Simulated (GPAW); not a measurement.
# TiO2 (P4_2/mnm) in GPAW: settings compared, part 2 of 2

GPAW 26.7.0. The steps go on from the part before.

## 5. Band structure, revPBE

The input, run.py:

```python
from ase.dft.bandgap import bandgap
from ase.io import read, write
from ase.units import GPa
from gpaw import GPAW, PW

atoms = read('TiO2.cif')

calc = GPAW(mode=PW(800),
            xc='revPBE',
            kpts={'size': (4, 4, 6), 'gamma': True},
            occupations={'name': 'fermi-dirac', 'width': 0.05},
            nbands=43,
            convergence={'density': 1e-05, 'energy': 1e-05},
            maxiter=150,
            txt='gpaw.txt')
atoms.calc = calc
energy = atoms.get_potential_energy()
forces = atoms.get_forces()
stress = atoms.get_stress()
calc.write('gs.gpw')
write('result.traj', atoms)
print(f'Energy: {energy:.6f} eV')
print('Forces (eV/A):')
print(forces.round(4))
print('Stress (GPa):', (stress / GPa).round(3))
print('Fermi level:', round(calc.get_fermi_level(), 4), 'eV')
print(f'Gap: {bandgap(calc)[0]:.4f} eV, direct: {bandgap(calc, direct=True)[0]:.4f} eV')

path = atoms.cell.bandpath('GXMGZRAZ,XR,MA', npoints=80, eps=1e-4)
bs_calc = calc.fixed_density(kpts=path, symmetry='off', nbands=61,
                             convergence={'bands': 'CBM+6.0', 'eigenstates': 1e-6}, txt='bands.txt')
bs = bs_calc.band_structure()
bs.write('bs.json')
print(f'Gap on the path: {bandgap(bs_calc)[0]:.4f} eV')
```

The input, TiO2.cif:

```cif
data_TiO2
_cell_length_a 4.59983732
_cell_length_b 4.59983732
_cell_length_c 2.95921356
_cell_angle_alpha 90.00000000
_cell_angle_beta 90.00000000
_cell_angle_gamma 90.00000000
_space_group_name_H-M_alt 'P1'
_space_group_name_Hall 'P 1'
_space_group_IT_number 1
loop_
_space_group_symop_operation_xyz
'x,y,z'
loop_
_atom_site_label
_atom_site_type_symbol
_atom_site_symmetry_multiplicity
_atom_site_Wyckoff_symbol
_atom_site_fract_x
_atom_site_fract_y
_atom_site_fract_z
_atom_site_occupancy
Ti1 Ti 1 a 0.0000000000 0.0000000000 0.5000000000 1
Ti2 Ti 1 a 0.5000000000 0.5000000000 0.0000000000 1
O1 O 1 a 0.3043213200 0.3043213200 0.5000000000 1
O2 O 1 a 0.1956786800 0.8043213200 0.0000000000 1
O3 O 1 a 0.8043213200 0.1956786800 0.0000000000 1
O4 O 1 a 0.6956786800 0.6956786800 0.5000000000 1
```

Potentials or basis: the program's PAW data sets (release 1.2.1) made for this functional, pw.

Command:

```console
OMP_NUM_THREADS=1 python run.py
```

gpaw.txt:

```text
__  _  _
 | _ |_)|_||  |
 |__||  | ||/\| - 26.7.0

Input parameters:
  mode=PW(ecut=800.0),
  convergence={'density': 1e-05, 'energy': 1e-05},
  kpts=MonkhorstPack(size=(4, 4, 6), gamma=True),
  maxiter=150,
  nbands=43,
  occupations=Occupations(name='fermi-dirac', width=0.05),
  xc=XC(name='revPBE')

Diagonalizing LCAO Hamiltonian
Converting LCAO to pw mode
    .----------.
   /|          |
  / |          |
 *  |      O   |
 |  .O---------.
 Ti/  O Ti    /
 |/       O  /
 *----------*

Atoms  # Å, Bohr magnetons
|   | symbol |        x |        y |        z |    initial magnetic moments |
|---|--------|----------|----------|----------|-----------------------------|
| 0 |     Ti | 0.000000 | 0.000000 | 1.479607 | ( 0.0000,  0.0000,  0.0000) |
| 1 |     Ti | 2.299919 | 2.299919 | 0.000000 | ( 0.0000,  0.0000,  0.0000) |
| 2 |      O | 1.399829 | 1.399829 | 1.479607 | ( 0.0000,  0.0000,  0.0000) |
[... 180 lines left out ...]
  Xc:              -42.026956
  Entropy:          -0.000000
  Spinorbit:         0.000000
  ----------------------------
  Free energy:     -50.039247
  Extrapolated:    -50.039247

dipole moment: (-14.827323, -14.827323, -26.145093)  # |e|*Ang

Fermi level: 6.628
Eigenvalues  # (at kpt = [0.000, 0.000, 0.000])
| band index |      eig [eV] | occ [0-2] |
|------------|---------------|-----------|
|          0 |       -51.278 |     2.000 |
|        ... |               |           |
|         16 |         1.924 |     2.000 |
|         17 |         3.179 |     2.000 |
|         18 |         3.179 |     2.000 |
|         19 |         3.742 |     2.000 |
|         20 |         5.012 |     2.000 |
|         21 |         5.267 |     2.000 |
[... 8 lines left out ...]
|         30 |        10.292 |     0.000 |
|         31 |        12.301 |     0.000 |
|        ... |               |           |
|         42 |        25.295 |     0.000 |

Gap: 1.898 eV
Transition (v -> c):
  (s=0, k=0, n=23, [0.00, 0.00, 0.00]) -> (s=0, k=0, n=24, [0.00, 0.00, 0.00])
No difference between direct/indirect transitions

Forces  # eV/Ang
|        x |        y |       z |
|----------|----------|---------|
|  0.00000 |  0.00000 | 0.00000 |  # Ti   0
| -0.00000 |  0.00000 | 0.00000 |  # Ti   1
| -0.04028 | -0.04028 | 0.00000 |  # O    2
|  0.04022 | -0.04022 | 0.00000 |  # O    3
| -0.04022 |  0.04022 | 0.00000 |  # O    4
|  0.04028 |  0.04028 | 0.00000 |  # O    5

Stress tensor  # eV/Ang^3
|         x |         y |         z |
|-----------|-----------|-----------|
| -0.057125 |  0.000000 |  0.000000 |
|  0.000000 | -0.057125 |  0.000000 |
|  0.000000 |  0.000000 | -0.058463 |

# Writing to gs.gpw (mode='')
```

Run time: 2.7 min. Hardware: 1 thread of Arm Neoverse V2, shared host; peak memory 0.62 GiB.

What came out:

```
Free energy             : -50.0392 eV
Pressure                : 9.2 GPa
Largest force           : 0.057 eV/Å
Band gap on the k mesh  : 1.90 eV, direct
Band gap along the path : 1.90 eV, direct
```

Forces in eV/Å, atoms in the order of the input:
```
Ti   0.000  0.000  0.000
Ti   0.000  0.000  0.000
O   -0.040 -0.040  0.000
O    0.040 -0.040  0.000
O   -0.040  0.040  0.000
O    0.040  0.040  0.000
```

Levels at the corners of the path, in eV from the valence-band top:
| point | band 22 | band 23 | band 24 | band 25 | band 26 | band 27 |
| --- | --- | --- | --- | --- | --- | --- |
| Γ | -0.45 | -0.45 | 0.00 | 1.90 | 2.19 | 2.43 |
| X | -1.64 | -0.74 | -0.74 | 2.56 | 2.56 | 3.04 |
| M | -1.31 | -1.07 | -1.07 | 1.93 | 1.93 | 2.54 |
| Γ | -0.45 | -0.45 | 0.00 | 1.90 | 2.19 | 2.43 |
| Z | -2.33 | -1.42 | -1.42 | 2.99 | 2.99 | 3.20 |
| R | -2.02 | -1.03 | -1.03 | 1.95 | 1.95 | 3.22 |
| A | -1.28 | -0.67 | -0.67 | 2.63 | 2.63 | 3.23 |
| Z | -2.33 | -1.42 | -1.42 | 2.99 | 2.99 | 3.20 |
| X | -1.64 | -0.74 | -0.74 | 2.56 | 2.56 | 3.04 |
| R | -2.02 | -1.03 | -1.03 | 1.95 | 1.95 | 3.22 |
| M | -1.31 | -1.07 | -1.07 | 1.93 | 1.93 | 2.54 |
| A | -1.28 | -0.67 | -0.67 | 2.63 | 2.63 | 3.23 |

Caveat: the k mesh is coarse.

## 6. Overview

```tsv
level	potentials or basis	U	band points	eigensolver	gap on the mesh (eV)	pressure (GPa)	largest force (eV/Å)
vdW-DF	GPAW PAW data sets (gpaw-data 1.2.1), pw	-	60	-	1.89	-	0.15
r2SCAN+U	GPAW PAW data sets (gpaw-data 1.2.1), pw	Ti d U = 3.5 eV	80	-	2.84	4.5	0.04
revTPSS	GPAW PAW data sets (gpaw-data 1.2.1), pw	-	100	davidson	2.01	3.0	0.05
revPBE	the program's PAW data sets (release 1.2.1) made for this functional, pw	-	80	-	1.90	9.2	0.06
```

Alike in all rows: task band structure; no spin polarisation; cell as given; k mesh 4 × 4 × 6; cutoff (eV) 800; smearing fermi-dirac 0.05 eV.

Caveats: the PAW data sets were made with another functional, which shifts forces and pressure a little (some runs).

Absolute energies hang on the potentials; compare differences alone.

## 7. Against experiment

Step 2. Measured gap of TiO2: 3.03 eV (direct; 1.6 K; quoted in “Shallow Valence Band of Rutile GeO2 and P-type Doping”, 2020, arxiv:2011.08928). This calculation gives 1.89 eV (-1.14 eV). 2 values of this kind are on record in papers (3.03 to 3.05 eV); this one was drawn at random among those near their median. The value is that of vdW-DF, without temperature or zero-point motion. The cell is a database's relaxed one, not the measured one, which moves gaps too.

Step 3. Measured gap of TiO2: 3.03 eV (direct; 1.6 K; quoted in “Shallow Valence Band of Rutile GeO2 and P-type Doping”, 2020, arxiv:2011.08928). This calculation gives 2.84 eV (-0.19 eV). 2 values of this kind are on record in papers (3.03 to 3.05 eV); this one was drawn at random among those near their median. The value is that of r2SCAN+U, without temperature or zero-point motion. The cell is a database's relaxed one, not the measured one, which moves gaps too.

Step 4. Measured gap of TiO2: 3.03 eV (direct; 1.6 K; quoted in “Shallow Valence Band of Rutile GeO2 and P-type Doping”, 2020, arxiv:2011.08928). This calculation gives 2.01 eV (-1.02 eV). 2 values of this kind are on record in papers (3.03 to 3.05 eV); this one was drawn at random among those near their median. The value is that of revTPSS, without temperature or zero-point motion. The cell is a database's relaxed one, not the measured one, which moves gaps too.

Step 5. A measured gap of TiO2 is 3.03 eV (direct; 1.6 K; quoted in “Shallow Valence Band of Rutile GeO2 and P-type Doping”, 2020, arxiv:2011.08928); the calculated 1.90 eV misses it by -1.13 eV. 2 values of this kind are on record in papers (3.03 to 3.05 eV); this one was drawn at random among those near their median. The value is that of revPBE, without temperature or zero-point motion. Semilocal functionals fall short of measured gaps as a rule. The cell is a database's relaxed one, not the measured one, which moves gaps too.
